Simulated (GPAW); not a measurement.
Te in GPAW: convergence with basis set

Input of the first run (basis set lcao:sz(dzp)); the others differ in this setting and in those tied to it:

run.py

```python
from ase.dft.bandgap import bandgap
from ase.io import read, write
from gpaw import GPAW

atoms = read('Te.xyz')

calc = GPAW(mode='lcao',
            h=0.16,
            basis='sz(dzp)',
            xc='PBE',
            kpts={'size': (9, 9, 9), 'gamma': True},
            occupations={'name': 'fermi-dirac', 'width': 0.05},
            convergence={'density': 1e-05, 'energy': 1e-05},
            maxiter=100,
            txt='gpaw.txt')
atoms.calc = calc
energy = atoms.get_potential_energy()
forces = atoms.get_forces()
calc.write('gs.gpw')
write('result.traj', atoms)
print(f'Energy: {energy:.6f} eV')
print('Forces (eV/A):')
print(forces.round(4))
print('Fermi level:', round(calc.get_fermi_level(), 4), 'eV')
print(f'Gap: {bandgap(calc)[0]:.4f} eV, direct: {bandgap(calc, direct=True)[0]:.4f} eV')
```

Contents of Te.xyz:

```xyz
1
Lattice="2.3059043427 1.3313144930 1.6909537039 -2.3059043427 1.3313144930 1.6909537039 0.0000000000 -2.6626289860 1.6909537039" Properties=species:S:1:pos:R:3 pbc="T T T"
Te     0.0000000000      0.0000000000      2.5364305558
```

Potentials or basis: GPAW PAW data sets (gpaw-data 1.2.1), lcao:sz(dzp).

The run is started by

```sh
$ OMP_NUM_THREADS=1 python run.py
```

This isn't the form of Te at room conditions, which is trigonal, of chains.

Hardware: 1 thread of Arm Neoverse V2, with other jobs on the host.

| basis set | energy less the tightest run, at zero smearing (meV/atom) | SCF cycles | CPU time (s) | peak memory (GiB) |
| --- | --- | --- | --- | --- |
| lcao:sz(dzp) | 601.59 | 7 | 12 | 0.15 |
| lcao:szp(dzp) | 403.98 | 7 | 42 | 0.16 |
| lcao:dz(dzp) | 439.26 | 8 | 17 | 0.15 |
| lcao:dzp | 307.66 | 8 | 55 | 0.16 |
| fd | 4.09 | 14 | 58 | 0.32 |
| pw | 0.00 | 9 | 11 | 0.15 |

Not settled before the last step: the energy (to 1 meV/atom). The tightest run that finished is the yardstick and may itself not be fully converged.

Spin-orbit coupling is left out, which matters for the levels of Te.
